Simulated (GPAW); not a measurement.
Wanted: an ASE script for a GPAW 26.7.0 run.

- Task: equation of state
- Functional: PBE
- Potentials or basis: PAW data sets generated in the run's folder for this functional
- Cutoff: 600 eV
- Basis: pw
- k mesh: 6 × 6 × 3
- Occupations: fermi-dirac, width 0.05 eV
- Spin: no spin polarisation
- Maxiter: 150
- Eos scales: [0.94, 0.96, 0.98, 1.0, 1.02, 1.04, 1.06]

ZrS2:

```xyz
3
Lattice="3.6914 0.0000 0.0000 -1.8457 3.1968 0.0000 0.0000 0.0000 6.0411" Properties=species:S:1:pos:R:3 pbc="T T T"
Zr    0.0000    0.0000    0.0000
S     0.0000    2.1312    1.4372
S     1.8457    1.0656    4.6038
```

The cell is a database's computed one.

These files were run (other wordings do the same):

run.py

```python
from ase.eos import EquationOfState
from ase.io import Trajectory
from ase.spacegroup import crystal
from ase.units import GPa
from gpaw import GPAW, PW, setup_paths

setup_paths.insert(0, '.')

# Zr 1a
# S 2d
atoms = crystal(['Zr', 'S'],
                basis=[[0.0, 0.0, 0.0],
                       [0.3333333333, 0.6666666667, 0.23790997]],
                spacegroup=164, setting=1,  # P-3m1
                cellpar=[3.69138255, 3.69138255, 6.04107701, 90.0, 90.0, 120.0],
                primitive_cell=True)

traj = Trajectory('eos.traj', 'w')
volumes, energies = [], []
for x in [0.94, 0.96, 0.98, 1.0, 1.02, 1.04, 1.06]:
    a = atoms.copy()
    a.set_cell(atoms.cell * x**(1 / 3), scale_atoms=True)
    calc = GPAW(mode=PW(600),
                xc='PBE',
                kpts={'size': (6, 6, 3), 'gamma': True},
                occupations={'name': 'fermi-dirac', 'width': 0.05},
                nbands=24,
                convergence={'density': 1e-05, 'energy': 1e-05},
                maxiter=150,
                txt=f'eos-{x:.2f}.txt')
    a.calc = calc
    energies.append(a.get_potential_energy(force_consistent=True))
    volumes.append(a.get_volume())
    p = -a.get_stress()[:3].mean() / GPa
    calc.write(f'eos-{x:.2f}.gpw')
    traj.write(a)
    print(f'{x:.2f} {volumes[-1]:10.4f} A^3 {energies[-1]:14.6f} eV {p:9.3f} GPa', flush=True)

v0, e0, B = EquationOfState(volumes, energies, eos='birchmurnaghan').fit()
print(f'V0 = {v0:.4f} A^3, E0 = {e0:.6f} eV, B0 = {B / GPa:.2f} GPa')
```

Potentials or basis: PAW data sets generated in the run's folder for this functional, pw.

Run with:

```sh
$ gpaw-setup -f PBE S Zr
$ OMP_NUM_THREADS=1 python run.py
```

It gave:

| Item | Value |
| --- | --- |
| Equilibrium volume | 23.85 Å³/atom |
| Bulk modulus at fixed shape and positions | 88 GPa |
| Pressure derivative of the bulk modulus | 4.1 |

Caveat: the cell was scaled at fixed shape and fractional positions, which overstates the stiffness of a crystal with free parameters, most of all of layers and chains; this functional lacks dispersion, which binds the layers, so the pressure and a relaxed spacing across them are unreliable.

Run time: 110 s on 1 thread of Arm Neoverse V2, with other jobs on the host, peak memory 0.24 GiB.
